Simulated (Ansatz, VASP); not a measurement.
# One calculation of Sb, two programs

INCAR

```
  ALGO = Normal
  EDIFF = 1E-7
  ENCUT = 520
  GGA = PE
  ISIF = 2
  ISMEAR = 0
  LASPH = True
  LCHARG = False
  LREAL = False
  LWAVE = False
  NBANDS = 12
  NELM = 80
  PREC = Accurate
  SIGMA = 0.027000000000000003
```

Contents of KPOINTS:

```
k-points
0
Gamma
  9 9 5
```

Contents of POSCAR:

```
Sb
1.0
    3.3545324186      0.0000000000      0.0000000000
   -1.6772662093      2.9051102923      0.0000000000
    0.0000000000      0.0000000000      5.4701606500
Sb
2
Direct
    0.6666666667      0.3333333333      0.7500000000
    0.3333333333      0.6666666667      0.2500000000
```

File input.yaml:

```yaml
crystal:
  lattice:
    - [3.3545324186, 0.0, 0.0]
    - [-1.6772662093, 2.9051102923, 0.0]
    - [0.0, 0.0, 5.47016065]
  atoms:
    - { symbol: Sb, position: [0.6666666667, 0.3333333333, 0.75] }
    - { symbol: Sb, position: [0.3333333333, 0.6666666667, 0.25] }
hamiltonian:
  xc: pbe
  pseudopotentials: { kind: paw }
kpoints:
  mp_grid: { grid: [9, 9, 5] }
scf:
  occupations: { method: gaussian, width: 0.027 }
output:
  forces: true
  stress: true
  eigenvalues: true
```

This isn't the form of Sb at room conditions, which is rhombohedral.

Alike in both runs: task single point; functional PBE; k mesh 9 × 9 × 5; occupations gaussian, width 0.027 eV; no spin polarisation.

|  | VASP | Ansatz |
| --- | --- | --- |
| version | VASP 6.6.1 | Ansatz 0.2.0 |
| potentials or method | VASP PAW PBE potentials, release 64 (Sb) | Ansatz PAW |
| plane-wave cutoff (eV) | 520 | 420 |
| valence electrons in the cell | 10 | 30 |

Ansatz gave:

```
gap on the k mesh at the Fermi level (eV)       : none
pressure (GPa)                                  : 1.5
largest component of the traceless stress (GPa) : 0.33
```

Problem. What did VASP give for the same quantities?

Solution. gap on the k mesh at the Fermi level (eV): none; pressure (GPa): 1.3; largest component of the traceless stress (GPa): 0.35.

A gap of «none» marks a metal or a gap that the smearing closes. The two sets of potentials don't hold the same shells in valence.

Spin-orbit coupling is left out, which matters for the levels of Sb.
